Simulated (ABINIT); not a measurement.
Hf:

```
CELL_PARAMETERS angstrom
-1.80500 1.80500 1.80500
1.80500 -1.80500 1.80500
1.80500 1.80500 -1.80500
ATOMIC_POSITIONS crystal
Hf 0.00000 0.00000 0.00000
```

This isn't the form of Hf at room conditions, which is hcp.

Base run:

* Program: ABINIT 10.8.3 (patched build)
* Functional: PBEsol
* Potentials or basis: PseudoDojo NC SR PBEsol v0.4 stringent
* Cutoff: 1687 eV
* k mesh: 12 × 12 × 12, with 2 shifts
* Occupations: fermi-dirac, width 0.2 eV
* Spin: no spin polarisation

Its results: pressure -9.1 GPa.

The run is repeated on the same cell with these changes: k mesh from 12 × 12 × 12, with 2 shifts to 8 × 8 × 8; occupations from fermi-dirac, width 0.2 eV to fermi-dirac, width 0.05 eV. What comes out?

Pressure -10.4 GPa.
